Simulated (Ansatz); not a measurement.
**Li2O: a single-point run**

Wanted: a converged single-point run for Li2O, and a check of what comes out. The structure is shown as the input types it.

Computed with Ansatz 0.2.0 (density functional or hybrid calculation with the settings of its input, plane waves (as first typed), unless a step's input says otherwise).

5 further runs of the same task are left out: 5 that didn't finish.

### 1 The system as given

It takes space group Fm-3m (No. 225, cubic). The conventional cell has a = 4.573 Å, b = 4.573 Å, c = 4.573 Å, α = 90.00°, β = 90.00°, γ = 90.00°. Around O (site symmetry m-3m) lie 8 Li at 1.98 Å. Around Li (site symmetry -43m) lie 4 O at 1.98 Å.

Structure file:

```xyz
3
Lattice="0.0000 2.2864 2.2864 2.2864 0.0000 2.2864 2.2864 2.2864 0.0000" Properties=species:S:1:pos:R:3 pbc="T T T"
O     0.0000    0.0000    0.0000
Li    1.1432    1.1432    1.1432
Li    3.4296    3.4296    3.4296
```

### 2 The calculation

File input.yaml:

```yaml
crystal:
  lattice:
    - [0.0, 2.2863684517, 2.2863684517]
    - [2.2863684517, 0.0, 2.2863684517]
    - [2.2863684517, 2.2863684517, 0.0]
  atoms:
    - { symbol: O, position: [0.0, 0.0, 0.0] }
    - { symbol: Li, position: [0.25, 0.25, 0.25] }
    - { symbol: Li, position: [0.75, 0.75, 0.75] }
kpoints:
  mp_grid: { grid: [6, 6, 6] }
hamiltonian:
  xc: pbesol
scf:
  occupations: { method: fixed }
  n_extra_bands: 4
  max_iter: 88
output:
  forces: true
  stress: true
  eigenvalues: true
basis:
  ecutwfc: 120
```

Run with:

```sh
> ansatz run input.yaml --threads 4 --pin off --max-ram 3686MiB --backend cpu --events-out ev --progress --plain --runs-dir out
```

What happens when this is run?

The program finished normally, with warnings (cutoff below recommended, metallic iterate). It gives a pressure of 37 GPa, which is large; a structure far from rest gives such values too, whatever the setting.

In the input, basis.ecutwfc is 120. With so few plane waves the basis is incomplete by a wide margin. The potentials' recommended cutoff is 420 eV.

The test: delete basis.ecutwfc (the default then holds).
